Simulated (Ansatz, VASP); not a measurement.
# H4C5 (C wire along [100], 25 atoms a period, H-terminated): VASP beside Ansatz

Aim: how closely do two programs agree when they are given the same cell, functional and k mesh? The structure shown is the start of the Ansatz relaxation below; VASP solves that cell, so the two are compared at the walk's first step.

Program: Ansatz 0.2.0. Level of theory: plane waves, with VASP 6.6.1 beside it; single point at PBE. Results are calculated unless marked as measured.

### 1. The starting structure

The cell holds 45 atoms: 25 C and 20 H. Cell: a = 15.233 Å, b = 15.233 Å, c = 3.570 Å, α = 90.0°, β = 90.0°, γ = 90.0°. Vacuum lies along a and b. The structure's axis is c.

### 2. Ansatz: relaxation, PBE

Ansatz runs on its PAW soft_1 files.

The two programs are compared at the cell with which this relaxation starts, whose forces are those of its first step.

The input, input.yaml:

```yaml
crystal:
  lattice:
    - [15.233, 0.0, 0.0]
    - [0.0, 15.233, 0.0]
    - [0.0, 0.0, 3.57]
  atoms:
    - { symbol: C, position: [0.265649071, 0.500008685, 0.0] }
    - { symbol: C, position: [0.382828878, 0.382828878, 0.0] }
    - { symbol: C, position: [0.382828878, 0.617188492, 0.0] }
    - { symbol: C, position: [0.500008685, 0.265649071, 0.0] }
    - { symbol: C, position: [0.500008685, 0.500008685, 0.0] }
    - { symbol: C, position: [0.500008685, 0.734368299, 0.0] }
    - { symbol: C, position: [0.617188492, 0.382828878, 0.0] }
    - { symbol: C, position: [0.617188492, 0.617188492, 0.0] }
    - { symbol: C, position: [0.734368299, 0.500008685, 0.0] }
    - { symbol: H, position: [0.223199632, 0.457559246, 0.181129496] }
    - { symbol: H, position: [0.340379439, 0.340379439, 0.181129496] }
    - { symbol: H, position: [0.457559246, 0.223199632, 0.181129496] }
    - { symbol: H, position: [0.542458124, 0.776817738, 0.181129496] }
    - { symbol: H, position: [0.659637931, 0.659637931, 0.181129496] }
    - { symbol: H, position: [0.776817738, 0.542458124, 0.181129496] }
    - { symbol: C, position: [0.324238975, 0.558598589, 0.25] }
    - { symbol: C, position: [0.441418782, 0.441418782, 0.25] }
    - { symbol: C, position: [0.441418782, 0.675778396, 0.25] }
    - { symbol: C, position: [0.558598589, 0.324238975, 0.25] }
    - { symbol: C, position: [0.558598589, 0.558598589, 0.25] }
    - { symbol: C, position: [0.675778396, 0.441418782, 0.25] }
    - { symbol: H, position: [0.281789536, 0.601048028, 0.431129496] }
    - { symbol: H, position: [0.398969343, 0.718227835, 0.431129496] }
    - { symbol: H, position: [0.601048028, 0.281789536, 0.431129496] }
    - { symbol: H, position: [0.718227835, 0.398969343, 0.431129496] }
    - { symbol: C, position: [0.382828878, 0.500008685, 0.5] }
    - { symbol: C, position: [0.500008685, 0.382828878, 0.5] }
    - { symbol: C, position: [0.500008685, 0.617188492, 0.5] }
    - { symbol: C, position: [0.617188492, 0.500008685, 0.5] }
    - { symbol: H, position: [0.281789536, 0.398969343, 0.568870504] }
    - { symbol: H, position: [0.398969343, 0.281789536, 0.568870504] }
    - { symbol: H, position: [0.601048028, 0.718227835, 0.568870504] }
    - { symbol: H, position: [0.718227835, 0.601048028, 0.568870504] }
    - { symbol: C, position: [0.324238975, 0.441418782, 0.75] }
    - { symbol: C, position: [0.441418782, 0.324238975, 0.75] }
    - { symbol: C, position: [0.441418782, 0.558598589, 0.75] }
    - { symbol: C, position: [0.558598589, 0.441418782, 0.75] }
    - { symbol: C, position: [0.558598589, 0.675778396, 0.75] }
    - { symbol: C, position: [0.675778396, 0.558598589, 0.75] }
    - { symbol: H, position: [0.223199632, 0.542458124, 0.818870504] }
    - { symbol: H, position: [0.340379439, 0.659637931, 0.818870504] }
    - { symbol: H, position: [0.457559246, 0.776817738, 0.818870504] }
    - { symbol: H, position: [0.542458124, 0.223199632, 0.818870504] }
    - { symbol: H, position: [0.659637931, 0.340379439, 0.818870504] }
    - { symbol: H, position: [0.776817738, 0.457559246, 0.818870504] }
kpoints:
  mp_grid: { grid: [1, 1, 23] }
scf:
  occupations: { method: fermi_dirac, width: 0.05 }
hamiltonian:
  xc: pbe
  pseudopotentials: { kind: paw, azcp: { folder: soft_1 } }
relax:
  cell: { fix: [a, b, alpha, beta, gamma] }
  max_steps: 45
  f_tol: 0.03
```

Started as:

```bash
ansatz run input.yaml --threads 4 --pin off --max-ram 16384MiB --backend cpu --events-out ev --progress --plain --runs-dir out
```

Numbers of over 12 decimals in the logs are rounded to 6 here.

The log of the run:

```text
Engine: ansatz 0.2.0, aarch64-unknown-linux-gnu
Pseudopotentials: kind: paw
Pseudopotential: C, paw, valence charge 4, recommended cutoff 420 eV (normal), soft_1/C.paw.azcp
Pseudopotential: H, paw, valence charge 1, recommended cutoff 420 eV (normal), soft_1/H.paw.azcp
Functional definition: PBE
  parameter kappa = 0.804
  parameter beta = 0.066725
  exchange = pbe_x(kappa = kappa, mu = beta*pi^2/3)
  correlation = pbe_c(beta = beta)
Crystal: 45 atoms, lattice volume = 828.398 Å³
Basis set: ecut = 420 eV, 16043 PW (Γ), exchange–correlation on 216×216×48 points (8 copies of the dense FFT grid, shifted against one another)
Bands: 105, of which v1, the nominal top of the filled ones, is band 60 counted from 1 (59 counted from 0)
Symmetry: 8 space group operations
Space group: P-42m (ITA 111), of the structure as read, at distance tolerance 9.4e-5 Å
k-points: 12 of 23
Non-local potential: C, projectors of the file, l = 0: 2, l = 1: 2, l = 2: 1
Non-local potential: H, projectors of the file, l = 0: 2, l = 1: 1
PAW form: soft (Blöchl's): semilocal exchange-correlation on the pseudo side does not see the compensation charge
PAW one-centre angular grid: C, 110 points (default); XC on 64 Gauss nodes
PAW one-centre angular grid: H, 110 points (default); XC on 64 Gauss nodes
Initial density: superposition of atomic densities (neutral atoms: chi_scale 0, normalization atom)
Initial wavefunctions: pseudopotential atomic-orbital guess
Functional: x = pbe(κ = 0.804, μ = 0.219515), c = pbe(β = 0.066725)
SCF iter   1: F=—  HF=-6610.549198 eV  |F-HF|=—  |Δ(HF+E_count)|=         —  Δρ=7.67e-2  dr2=5.33e1  ethr=3.10e-3  ⟨swp⟩=7.6  Hψ=6837  notcnv=0  defer=218
preconditioner: auto → Resta (q_TF=auto, 1.977 Å⁻¹)  ε∞=1.7  [insulator: Δε(μ)=6.636 eV  Ē_g=17.023 eV  σ=0.050 eV  W_gap=1.00  n_scr=94 (ndim 8)  ℏωp=14.1 eV  f_vac=0.606  D(μ)=0.00/eV (n_scr^D=0)  ε∞_Penn≈1.7  vacuum switching on, ρ_ref=2.1e-2 e/Å³]
SCF iter   2: F=—  HF=-6594.115518 eV  |F-HF|=—  |Δ(HF+E_count)|=    1.64e1  Δρ=3.50e-2  dr2=6.63e0  ethr=3.10e-3  ⟨swp⟩=4.4  Hψ=2859  notcnv=0  defer=476
SCF iter   3: F=—  HF=-6592.349677 eV  |F-HF|=—  |Δ(HF+E_count)|=    1.77e0  Δρ=9.25e-3  dr2=7.75e-1  ethr=3.10e-3  ⟨swp⟩=3.0  Hψ=1361  notcnv=0  defer=476
SCF iter   4: F=—  HF=-6592.224019 eV  |F-HF|=—  |Δ(HF+E_count)|=   1.26e-1  Δρ=2.45e-3  dr2=1.04e-1  ethr=6.46e-4  ⟨swp⟩=3.4  Hψ=2256  notcnv=0  defer=476
SCF iter   5: F=—  HF=-6592.208003 eV  |F-HF|=—  |Δ(HF+E_count)|=   1.60e-2  Δρ=8.67e-4  dr2=3.46e-3  ethr=8.69e-5  ⟨swp⟩=2.0  Hψ=1322  notcnv=0  defer=476
SCF iter   6: F=—  HF=-6592.210585 eV  |F-HF|=—  |Δ(HF+E_count)|=   2.58e-3  Δρ=2.21e-4  dr2=1.71e-4  ethr=2.88e-6  ⟨swp⟩=2.0  Hψ=1495  notcnv=0  defer=476
SCF iter   7: F=—  HF=-6592.210879 eV  |F-HF|=—  |Δ(HF+E_count)|=   2.94e-4  Δρ=5.49e-5  dr2=2.39e-5  ethr=1.43e-7  ⟨swp⟩=2.0  Hψ=1504  notcnv=0  defer=476
SCF iter   8: F=—  HF=-6592.211464 eV  |F-HF|=—  |Δ(HF+E_count)|=   5.84e-4  Δρ=1.18e-5  dr2=6.08e-7  ethr=1.99e-8  ⟨swp⟩=2.0  Hψ=1917  notcnv=0  defer=476
SCF iter   9: F=-6592.211464 eV  HF=-6592.211464 eV  |F-HF|=7.62e-10  |Δ(HF+E_count)|=   6.54e-7  Δρ=2.25e-6  dr2=3.55e-8  ethr=8.33e-11  ⟨swp⟩=5.0  Hψ=3945  notcnv=0
SCF 1 converged in 9 iterations: F = -6592.211464 eV  dr2 = 3.55e-8
  greatest PAW one-centre occupation: 0.649 electrons in one spin orbital (limit 2), on the C atom at site 3 (counted from 0), in its partial waves of l = 0
relax step   1: F+E_penalty+E_count = -6592.21146418 eV  Δ(F+E_penalty+E_count) = +0.000e0 eV  max|allowed force component| = 7.015e-1 eV/Å  Δτ_max = 0.0000 Å  P = -0.187 GPa  Ω = 828.398 Å³  fix = [a, b, alpha, beta, gamma]  reactions: a -0.846, b -0.846 GPa  (9 SCF iters, dr2 threshold 1.00e-7 eV, accepted)
Crystal: 45 atoms, lattice volume = 859.259 Å³
Basis set: ecut = 420 eV, 16837 PW (Γ), exchange–correlation on 216×216×48 points (8 copies of the dense FFT grid, shifted against one another)
Initial density: handed on by an earlier stage of this run
Initial wavefunctions: those handed on with the density
iter 1 solved again at ethr=4.43e-4 eV; its pass at ethr=3.10e-3 eV (dr2=5.32e-1 eV) is discarded
SCF iter   1: F=—  HF=-6592.799898 eV  |F-HF|=—  |Δ(HF+E_count)|=         —  Δρ=1.17e-2  dr2=5.53e-1  ethr=4.43e-4  ⟨swp⟩=6.4  Hψ=6853  notcnv=0  defer=4
preconditioner: auto → Resta (q_TF=auto, 1.965 Å⁻¹)  ε∞=1.9  [insulator: Δε(μ)=3.145 eV  Ē_g=14.712 eV  σ=0.050 eV  W_gap=1.00  n_scr=110 (ndim 8)  ℏωp=13.9 eV  f_vac=0.660  D(μ)=0.00/eV (n_scr^D=0)  ε∞_Penn≈1.9  vacuum switching on, ρ_ref=1.6e-2 e/Å³]
SCF iter   2: F=—  HF=-6592.743153 eV  |F-HF|=—  |Δ(HF+E_count)|=   5.67e-2  Δρ=5.35e-3  dr2=8.96e-2  ethr=4.43e-4  ⟨swp⟩=2.7  Hψ=2128  notcnv=0  defer=152
SCF iter   3: F=—  HF=-6592.756630 eV  |F-HF|=—  |Δ(HF+E_count)|=   1.35e-2  Δρ=1.47e-3  dr2=8.53e-3  ethr=7.46e-5  ⟨swp⟩=2.8  Hψ=2004  notcnv=0  defer=234
[...]
SCF iter   5: F=-6592.906652 eV  HF=-6592.906652 eV  |F-HF|=8.46e-8  |Δ(HF+E_count)|=   4.13e-6  Δρ=1.04e-7  dr2=1.78e-10  ethr=1.00e-12  ⟨swp⟩=5.8  Hψ=3891  notcnv=0
SCF 8 converged in 5 iterations: F = -6592.906652 eV  dr2 = 1.78e-10
[...]
SCF converged after 5 iterations
Free energy (F): -6592.906652 eV
Harris-Foulkes:  -6592.906652 eV  (|F-HF|=8.46e-8)
Internal energy: -6592.906652 eV  (E = F + TS)
E sigma→0 (E₀):  -6592.906652 eV
Fermi energy:    0.369188 eV
--- Per-component energies (eV) ---
  E_band       = -1027.084108
  E_kinetic    = 2511.902431
  E_local      = -46202.069146  (includes V_loc(G=0)·N_el)
  E_nonlocal   = 586.289922
  E_hartree    = 21992.251311
  E_xc         = -1368.251442
  E_vxc        = -1698.220581  (∫ρ·V_xc dr)
  E_paw        = -2512.682406  (= ΣΔE_a)
  E_vpaw       = -209.466959  (= ΣTr[D̂ρ^β])
  E_aug_tail   = -0.021761  (compensation charges beyond the density's cutoff)
  E_ewald      = 18399.674438
  E_smearing   = -0.000000  (= −TS)
  E_closure    = -0.000000  (closes the sum)
  Σ components = -6592.906652   (vs F -6592.906652, Δ=0.00e0)
--- Forces (eV/Å), atoms counted from 1 ---
  atom   1  C     -0.00038315    -0.00000000     0.00000000
  atom   2  C     -0.00109991    -0.00109991     0.00051264
  atom   3  C     -0.00109991     0.00109991    -0.00051264
  atom   4  C      0.00000000    -0.00038315     0.00000000
  atom   5  C      0.00000000     0.00000000     0.00000000
  atom   6  C      0.00000000     0.00038315     0.00000000
  atom   7  C      0.00109991    -0.00109991    -0.00051264
  atom   8  C      0.00109991     0.00109991     0.00051264
  atom   9  C      0.00038315     0.00000000     0.00000000
  atom  10  H      0.00033223     0.00082001     0.00025565
  atom  11  H     -0.00022024    -0.00022024    -0.00048677
  atom  12  H      0.00082001     0.00033223     0.00025565
  atom  13  H     -0.00082001    -0.00033223     0.00025565
  atom  14  H      0.00022024     0.00022024    -0.00048677
  atom  15  H     -0.00033223    -0.00082001     0.00025565
  atom  16  C     -0.00007066    -0.00060290     0.00004775
  atom  17  C      0.00145812     0.00145812    -0.00299964
  atom  18  C      0.00060290     0.00007066     0.00004775
  atom  19  C     -0.00060290    -0.00007066     0.00004775
  atom  20  C     -0.00145812    -0.00145812    -0.00299964
  atom  21  C      0.00007066     0.00060290     0.00004775
  atom  22  H      0.00016820    -0.00014247    -0.00050736
  atom  23  H      0.00014247    -0.00016820    -0.00050736
  atom  24  H     -0.00014247     0.00016820    -0.00050736
[...]
atom  38  C     -0.00060290     0.00007066    -0.00004775
  atom  39  C      0.00007066    -0.00060290    -0.00004775
  atom  40  H      0.00033223    -0.00082001    -0.00025565
  atom  41  H     -0.00022024     0.00022024     0.00048677
  atom  42  H      0.00082001    -0.00033223    -0.00025565
  atom  43  H     -0.00082001     0.00033223    -0.00025565
  atom  44  H      0.00022024    -0.00022024     0.00048677
  atom  45  H     -0.00033223     0.00082001    -0.00025565
  max |Σ_I F_I| component: 3.79e-19 eV/Å
--- Stress (GPa, compression-positive) ---
       -0.002529       0.000000       0.000000
        0.000000      -0.002529      -0.000000
        0.000000      -0.000000       0.002750
  P = ⅓ Tr σ = -0.0008 GPa (-0.008 kbar)
--- Relaxed structure (6 steps of the walk, 6 accepted, 2 SCFs on fresh bases) ---
  F+E_penalty+E_count = -6592.90665239 eV   max|allowed force component| = 3.000e-3 eV/Å   (the final SCF, on the basis selected at the relaxed cell)
  cell:  # Å, volume = 851.7394 Å³
    - [15.233, 0.0, 0.0]
    - [0.0, 15.233, 0]
    - [0.0, 0, 3.670590]
  atoms:
    - { symbol: C, position: [0.266804, 0.500009, -9.701466685016573e-19] }
    - { symbol: C, position: [0.384170, 0.384170, -0.00719459] }
    - { symbol: C, position: [0.384170, 0.615848, 0.00719459] }
    - { symbol: C, position: [0.500009, 0.266804, -9.701466685016573e-19] }
    - { symbol: C, position: [0.500009, 0.500009, -9.701466685016577e-19] }
    - { symbol: C, position: [0.500009, 0.733213, -9.70146668501658e-19] }
    - { symbol: C, position: [0.615848, 0.384170, 0.00719459] }
    - { symbol: C, position: [0.615848, 0.615848, -0.00719459] }
    - { symbol: C, position: [0.733213, 0.500009, -9.70146668501658e-19] }
    - { symbol: H, position: [0.223134, 0.458259, 0.164230] }
    - { symbol: H, position: [0.340996, 0.340996, 0.153207] }
    - { symbol: H, position: [0.458259, 0.223134, 0.164230] }
    - { symbol: H, position: [0.541758, 0.776883, 0.164230] }
    - { symbol: H, position: [0.659022, 0.659022, 0.153207] }
    - { symbol: H, position: [0.776883, 0.541758, 0.164230] }
    - { symbol: C, position: [0.324884, 0.557348, 0.243580] }
    - { symbol: C, position: [0.441034, 0.441034, 0.251821] }
    - { symbol: C, position: [0.442669, 0.675133, 0.243580] }
    - { symbol: C, position: [0.557348, 0.324884, 0.243580] }
    - { symbol: C, position: [0.558984, 0.558984, 0.251821] }
    - { symbol: C, position: [0.675133, 0.442669, 0.243580] }
    - { symbol: H, position: [0.282453, 0.600909, 0.404862] }
    - { symbol: H, position: [0.399108, 0.717564, 0.404862] }
    - { symbol: H, position: [0.600909, 0.282453, 0.404862] }
    - { symbol: H, position: [0.717564, 0.399108, 0.404862] }
    - { symbol: C, position: [0.381899, 0.500009, 0.5] }
    - { symbol: C, position: [0.500009, 0.381899, 0.5] }
    - { symbol: C, position: [0.500009, 0.618119, 0.5] }
    - { symbol: C, position: [0.618119, 0.500009, 0.5] }
    - { symbol: H, position: [0.282453, 0.399108, 0.595138] }
    - { symbol: H, position: [0.399108, 0.282453, 0.595138] }
    - { symbol: H, position: [0.600909, 0.717564, 0.595138] }
    - { symbol: H, position: [0.717564, 0.600909, 0.595138] }
    - { symbol: C, position: [0.324884, 0.442669, 0.756420] }
    - { symbol: C, position: [0.442669, 0.324884, 0.756420] }
    - { symbol: C, position: [0.441034, 0.558984, 0.748179] }
    - { symbol: C, position: [0.558984, 0.441034, 0.748179] }
    - { symbol: C, position: [0.557348, 0.675133, 0.756420] }
    - { symbol: C, position: [0.675133, 0.557348, 0.756420] }
    - { symbol: H, position: [0.223134, 0.541758, 0.835770] }
    - { symbol: H, position: [0.340996, 0.659022, 0.846793] }
    - { symbol: H, position: [0.458259, 0.776883, 0.835770] }
    - { symbol: H, position: [0.541758, 0.223134, 0.835770] }
    - { symbol: H, position: [0.659022, 0.340996, 0.846793] }
    - { symbol: H, position: [0.776883, 0.458259, 0.835770] }
```

(Continued in part 2 of 2.)

[Lines on the potential files, build, host, timing and source positions are cut from VASP's logs without a mark.]

[Logs are printed without paths, hosts, clocks, repeated set-up lines and the standing remarks that a program may print on its own settings, such as how far it seeks lower states.]

[Hosts, paths, dates, database ids (printed as entryN), source tags and the programs' standing remarks are cut or masked in the printed files.]
